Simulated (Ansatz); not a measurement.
KBr (CsCl type), relaxed with r2SCAN, was run in Ansatz 0.2.0 under altered settings. All numbers are computed, without spin polarisation but where a row says otherwise.

```xyz
2
Lattice="3.9763 0.0000 0.0000 0.0000 3.9763 0.0000 0.0000 0.0000 3.9763" Properties=species:S:1:pos:R:3 pbc="T T T"
K     0.0000    0.0000    0.0000
Br    1.9882    1.9882    1.9882
```

The base run's other keys:
```yaml
kpoints:
  mp_grid: { grid: [4, 4, 4] }
hamiltonian:
  xc: hse06
scf:
  occupations: { method: fixed }
  n_extra_bands: 4
```

It takes 10 iterations with 1237 plane waves at 420 eV and 10 k points, and leaves a mean stress of +0.50 GPa. The gap over this mesh is 5.192 eV.

Outcomes, with energy and stress as changes against the base:
```csv
setting,outcome,ΔF (meV/atom),Δ mean stress (GPa),gap on the mesh (eV),iterations
"PBE hybrid, exx coeff -0.2, omega 0.5 1/Å",refused,–,–,–,–
"PBE hybrid, exx coeff 0.35, omega 0.2078 1/Å",converged,–,-0.1,5.677,11
"PBE hybrid, exx coeff 0.2, omega 0.2078 1/Å",converged,–,+0.1,4.953,9
scf.eigensolver.kind: dense,converged,0.0,0.0,5.192,10
basis.ecutwfc: 160,"converged, warned",+2929,-0.6,5.593,11
```
A dash marks a value that wasn't obtained or can't be compared. Stress is positive in compression.

- PBE hybrid, exx coeff -0.2, omega 0.5 1/Å. The program doesn't start. Error: invalid value for `hamiltonian.xc.exx.coeff`: must be finite and in (0, 1]; got -0.2
- PBE hybrid, exx coeff 0.35, omega 0.2078 1/Å. That is 35 % exact exchange, screened with ω = 0.2078 1/Å, against HSE06's 25 % screened at 0.208 1/Å. The mean stress moves by -0.1 GPa and the gap on the mesh by +0.485 eV (to 5.677). Totals of different functionals aren't comparable.
- PBE hybrid, exx coeff 0.2, omega 0.2078 1/Å. That is 20 % exact exchange, screened with ω = 0.2078 1/Å, against HSE06's 25 % screened at 0.208 1/Å. The mean stress moves by +0.1 GPa and the gap on the mesh by -0.239 eV (to 4.953). Totals of different functionals aren't comparable.
- basis.ecutwfc: 160. 257 plane waves in place of 1237. The free energy moves by +2929 meV an atom, the mean stress by -0.6 GPa and the gap on the mesh by +0.401 eV (to 5.593). The basis is too small: these are errors of the cutoff. Warned: cutoff below recommended.

Within 1 meV an atom, 0.1 GPa and 0.005 eV of the base stay: scf.eigensolver.kind: dense.

The runs are scalar-relativistic, without spin-orbit coupling.

The stress of a hybrid is loosely converged in these runs.

The meshes of the hybrids are coarse, so their gaps aren't converged to the digits shown.
